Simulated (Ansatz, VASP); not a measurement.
## Na2HO4: VASP beside Ansatz

```
CELL_PARAMETERS angstrom
0.00000 4.37766 4.37766
4.37766 0.00000 4.37766
4.37766 4.37766 0.00000
ATOMIC_POSITIONS crystal
O 0.26225 0.26225 0.26225
O 0.28674 0.73775 0.73775
O 0.26225 0.26225 0.71326
O 0.73775 0.28674 0.73775
O 0.71326 0.26225 0.26225
O 0.73775 0.73775 0.73775
O 0.26225 0.71326 0.26225
O 0.73775 0.73775 0.28674
H 0.37500 0.37500 0.37500
H 0.62500 0.62500 0.62500
Na 0.00000 0.00000 0.00000
Na 0.50000 0.00000 0.00000
Na 0.00000 0.00000 0.50000
Na 0.00000 0.50000 0.00000
```

The cell was built by a generator and needn't be a form met in nature.

Alike in both runs: task single point; functional PBE; k mesh 7 × 7 × 7; occupations methfessel-paxton of order 1, width 0.2755 eV; no spin polarisation.

|  | VASP | Ansatz |
| --- | --- | --- |
| version | VASP 6.6.1 | Ansatz 0.2.0 |
| potentials or method | VASP PAW PBE potentials, release 64 (O, H, Na_pv) | PAW plane waves |
| plane-wave cutoff (eV) | 520 | 420 |
| valence electrons in the cell | 78 | 86 |

|  | VASP | Ansatz | Ansatz less VASP |
| --- | --- | --- | --- |
| pressure (GPa) | -3.9 | -3.8 | +0.07 |
| rms of the force components (eV/Å) | 0.710 | 0.706 | -0.0047 |

Atom by atom the forces differ by 0.005 eV/Å (rms over components). The functional is the same, so the differences come from potentials, cutoffs and numerics. The two sets of potentials don't hold the same shells in valence. Ansatz warned: «structure_snapped_to_symmetry».

Caveats: forces of over 1 eV/Å show positions far from the minimum, so gaps and moduli don't describe the material at rest.
